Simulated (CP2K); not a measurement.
The system is NbAs.

```xyz
4
Lattice="3.4517 0.0000 0.0000 0.0000 3.4517 0.0000 -1.7259 -1.7259 5.8400" Properties=species:S:1:pos:R:3 pbc="T T T"
Nb    0.0000    1.7259    0.0000
Nb    0.0000    0.0000    2.9200
As    1.7258    0.0000    0.9811
As    1.7258    1.7258    3.9011
```

Base run:

* Program: CP2K 2026.2
* Functional: PBE
* Potentials or basis: GTH_POTENTIALS Nb GTH-PADE-q13, As GTH-PADE-q5; DZVP-MOLOPT-SR-GTH basis
* Density cutoff: 6123 eV
* k mesh: 8 × 8 × 8
* Occupations: fermi-dirac, width 0.05 eV
* Spin: no spin polarisation

Its results: band gap on the k mesh none (metal or under the smearing width); pressure -4.4 GPa; largest force 0.271 eV/Å.

Question: The run is repeated on the same cell with these changes: potentials or basis from GTH_POTENTIALS Nb GTH-PADE-q13, As GTH-PADE-q5; DZVP-MOLOPT-SR-GTH basis to POTENTIAL_UZH Nb GTH-PBE0-q13, As GTH-PBE0-q5; DZVP-MOLOPT-SR-GTH basis; potentials from Nb GTH-PADE-q13 of GTH_POTENTIALS, As GTH-PADE-q5 of GTH_POTENTIALS to Nb GTH-PBE0-q13 of POTENTIAL_UZH, As GTH-PBE0-q5 of POTENTIAL_UZH. What comes out?

Answer: Band gap on the k mesh none (metal or under the smearing width); pressure 3.6 GPa; largest force 0.291 eV/Å.

Caveats: the basis of atomic orbitals isn't converged, which shifts pressures, moduli and gaps; the potentials were made for another functional, which shifts forces and pressure (some runs).
